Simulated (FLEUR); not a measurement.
# Ni (c factor at fixed volume 0.9 on the database's cell): from one collinear state to anisotropy, part 2 of 2

Wanted: anisotropy for Ni (c factor at fixed volume 0.9 on the database's cell), with the cost of each step.

FLEUR MaX-R8.1; PBE; all-electron FLAPW, Dirac cores, scalar-relativistic bands.

So far. Step 2 (Reference state): After 20 cycles the largest moment stands at 0.625 μB.

This is not the structure that Ni takes at ambient pressure and room temperature (fcc); it is a model or a phase of other conditions.

## (5) Spin–orbit coupling, moments along [001]

Level of this step: PBE; all-electron FLAPW, Dirac cores, scalar-relativistic bands with spin-orbit coupling (FLEUR).

Spin–orbit coupling ties the spins to the lattice and lets orbital moments form.

A new self-consistent run of the start ferro +, with the moments along z. The k list default-1 (kpts.xml, not shown) is a Γ-centred 28×28×28 mesh.

Contents of inp.xml:

```
<?xml version="1.0" encoding="UTF-8" standalone="no"?>
<fleurInput fleurInputVersion="0.39">
   <comment>
      Ni
   </comment>
   <calculationSetup>
      <cutoffs Kmax="3.64" Gmax="10.9" GmaxXC="10.9" numbands="38"/>
      <scfLoop itmax="110" minDistance="0.00002" maxIterBroyd="15" imix="Anderson" alpha="0.05" precondParam="0.0" spinf="2.0" sdNocoIR="T"/>
      <coreElectrons ctail="T" frcor="F" kcrel="0" coretail_lmax="0"/>
      <xcFunctional name="pbe" relativisticCorrections="F"/>
      <magnetism jspins="2"/>
      <soc l_soc="T" theta="0.0" phi="0.0" spav="F"/>
      <expertModes spex="0" secvar="F"/>
      <geometryOptimization l_f="F" forcealpha="1.0" forcemix="BFGS" epsdisp="0.00001" epsforce="0.00001"/>
      <ldaU l_linMix="F" mixParam="0.05" spinf="1.0"/>
   </calculationSetup>
   <cell>
      <bzIntegration valenceElectrons="18.0" mode="hist" fermiSmearingEnergy="0.00183747">
         <kPointListSelection listName="default-1"/>
         <xi:include xmlns:xi="http://www.w3.org/2001/XInclude" href="kpts.xml"> </xi:include>
      </bzIntegration>
      <xi:include xmlns:xi="http://www.w3.org/2001/XInclude" href="sym.xml"> </xi:include>
      <bulkLattice scale="1.0">
         <bravaisMatrix>
            <row-1>    0.0000000000000000     3.5096797853509827     2.9966171394123906</row-1>
            <row-2>    3.5096797853509827     0.0000000000000000     2.9966171394123906</row-2>
            <row-3>    3.5096797853509827     3.5096797853509827     0.0000000000000000</row-3>
         </bravaisMatrix>
      </bulkLattice>
   </cell>
   <atomSpecies>
      <species name="Nickel (Ni1.000" element="Ni" atomicNumber="28">
         <mtSphere radius="2.25" gridPoints="745" logIncrement="0.016"/>
         <atomicCutoffs lmax="8" lnonsphr="6"/>
         <electronConfig flipSpins="F">
            <coreConfig>(1s1/2) (2s1/2) (2p1/2) (2p3/2)</coreConfig>
            <valenceConfig>(3s1/2) (3p1/2) (3p3/2) (4s1/2) (3d3/2) (3d5/2)</valenceConfig>
            <stateOccupation state="(3d3/2)" spinUp="1.6" spinDown="1.6"/>
            <stateOccupation state="(3d5/2)" spinUp="2.9" spinDown="1.9"/>
         </electronConfig>
         <energyParameters s="4" p="4" d="3" f="4"/>
         <lo type="SCLO" l="0" n="3" eDeriv="0"/>
         <lo type="SCLO" l="1" n="3" eDeriv="0"/>
      </species>
   </atomSpecies>
   <atomGroups>
      <atomGroup species="Nickel (Ni1.000">
         <relPos label="                   1">.0000000000 .0000000000 .0000000000</relPos>
         <force calculate="T" relaxXYZ="TTT"/>
      </atomGroup>
   </atomGroups>
   <output dos="F" band="F" slice="F">
      <bandDOS minEnergy="-.5*Htr" maxEnergy="0.5*Htr" sigma="0.015" storeEVData="T"/>
      <plotting iplot="0" polar="F">
         <plot TwoD="T" vec1="  1.0  0.0  0.0" vec2="  0.0  1.0  0.0" vec3="  0.0  0.0  1.0" zero="  0.0  0.0  0.0" file="plot"/>
      </plotting>
      <moessbauerParams electricFieldGradient="F" isomerShift="F" coreHyperfine="F" valenceHyperfine="F"/>
   </output>
</fleurInput>
```

Contents of crystal.txt:

```
Ni
&input film=F cartesian=F /
0.00000000000  1.85724256000  1.58574150000
1.85724256000  0.00000000000  1.58574150000
1.85724256000  1.85724256000  0.00000000000
1.8897261246
1.0 1.0 1.0

1
28 0.00000000000  0.00000000000  0.00000000000 : 1.000

&soc 0.0000000 0.0000000 /
&kpt div1=28 div2=28 div3=28 gamma=T /
```

The run is started by

```bash
> OMP_NUM_THREADS=1 inpgen -f crystal.txt > inpgen.log  # inp.xml is then edited as shown
> OMP_NUM_THREADS=1 mpirun -n 4 fleur_MPI > fleur.log
```

What it wrote:

```text
[banner, memory and clock lines left out]
Welcome to FLEUR        (www.flapw.de)
      MaX-Release 8.1          (www.max-centre.eu)

 ========== k-point set info ==========
 Selected k-point list: default-1
 k-point list type: mesh
 0 x 0 x 0
 Number of k points: 2860

 [... set-up left out ...]
 Iteration:     1   Distance:       9.96224507 me/bohr^3
 Iteration:     2   Distance:       9.51975726 me/bohr^3
 Iteration:     3   Distance:       5.83796047 me/bohr^3
 Iteration:     4   Distance:       1.93672707 me/bohr^3
 Iteration:     5   Distance:       1.99876669 me/bohr^3
 Iteration:     6   Distance:       0.39646421 me/bohr^3
 Iteration:     7   Distance:       0.77138572 me/bohr^3
 Iteration:     8   Distance:       0.11456529 me/bohr^3
 Iteration:     9   Distance:       0.14166747 me/bohr^3
 Iteration:    10   Distance:       0.07579356 me/bohr^3
 Iteration:    11   Distance:       0.06927240 me/bohr^3
 Iteration:    12   Distance:       0.01796479 me/bohr^3
 Iteration:    13   Distance:       0.00417499 me/bohr^3
 Iteration:    14   Distance:       0.00373274 me/bohr^3
 Iteration:    15   Distance:       0.00108865 me/bohr^3
 Iteration:    16   Distance:       0.00105355 me/bohr^3
 Iteration:    17   Distance:       0.00034106 me/bohr^3
 Iteration:    18   Distance:       0.00007682 me/bohr^3
 Iteration:    19   Distance:       0.00001517 me/bohr^3

 ********************************************************************
 Run finished successfully
 Stop message:
   all done
 ********************************************************************

--- out.xml (last complete iteration) ---
<iteration numberForCurrentRun="   19" overallNumber="   19">
         [... left out ...]
         <bandgap value="0.0000000000" units="eV"/>
         <sumValenceSingleParticleEnergies value="-16.6412318840" units="Htr"/>
         <FermiEnergy value="0.3212737851" units="Htr"/>
         [... left out ...]
         <magneticMomentsInMTSpheres units="muBohr">
            <globalMagMoment atomType="1" vec="0.00000   0.00000   0.63133"/>
         </magneticMomentsInMTSpheres>
         <orbitalMomentsInMTSpheres units="muBohr">
            <globalMagMoment atomType="1" vec="0.00000   0.00000   0.05445"/>
         </orbitalMomentsInMTSpheres>
         [... left out ...]
         <totalEnergy value="    -1520.8296465521" units="Htr">
            <sumOfEigenvalues value="     -872.3497879578">
               <coreElectrons value="-855.7085560738"/>
               <valenceElectrons value="-16.6412318840"/>
            </sumOfEigenvalues>
         [... left out ...]
            <freeEnergy value="-1520.8301804384"/>
            <extrapolationTo0K value="-1520.8299134953"/>
         </totalEnergy>
         <densityConvergence units="me/bohr^3">
            <chargeDensity spin="1" distance="0.0000052094"/>
            <chargeDensity spin="2" distance="0.0000126659"/>
            <overallChargeDensity distance="0.0000151702"/>
            <spinDensity distance="0.0000120412"/>
         </densityConvergence>
      </iteration>
```

Wall time 3.2 min (4 MPI ranks of Arm Neoverse V2, shared host); peak memory 0.74 GiB; 13 min of CPU time.

Numbers from this step:

| Property | Result |
| --- | --- |
| free energy | -41383.8975 eV |
| program's band gap on this mesh (in a metal only a level spacing) | 0 eV |
| magnetization | 0.6012 μB |
| final state | ferromagnetic |
| largest moment | 0.6313 μB |
| orbital moment along the spin | 0.05445 μB |

Orbital moment in the sphere, along the spin axis by atom:

| atom | orbital moment in the sphere, along the spin axis (μB) |
| --- | --- |
| Ni1 | 0.0544 |

## (6) What came out

* reference state: ferromagnetic
* largest sphere moment: 0.625 μB
* easy direction of those tried: [001]
* energy along [100] less [001], force theorem: 0.182 meV a primitive cell
* orbital moment on the atom of largest spin, along its spin (spin–orbit run): 0.0544 μB

**Reading.** By the force theorem the moments prefer [001]; shape anisotropy is not in it. The difference for the second direction goes from 0.19 meV (mesh 19×19×19, 38 states, 2.6 min of CPU time) to 0.18 meV (mesh 28×28×28, 38 states, 8.4 min). The orbital moment is parallel to the spin, as Hund's third rule has it for a shell over half filled. The state was typed, and no other order was converged beside it, so it need not be the ground state.

[Logs and program files are shortened in this print: banners, set-up blocks, solver, clock and traceback lines can be left out without a mark of their own.]

[Logs are printed without paths, hosts, clocks, repeated set-up lines and the standing remarks that a program may print on its own settings, such as how far it seeks lower states.]

[Hosts, paths, dates, database ids (printed as entryN), source tags and the programs' standing remarks are cut or masked in the printed files.]

[Where a cell is said to come from a database of computed structures, the database is the Materials Project.]
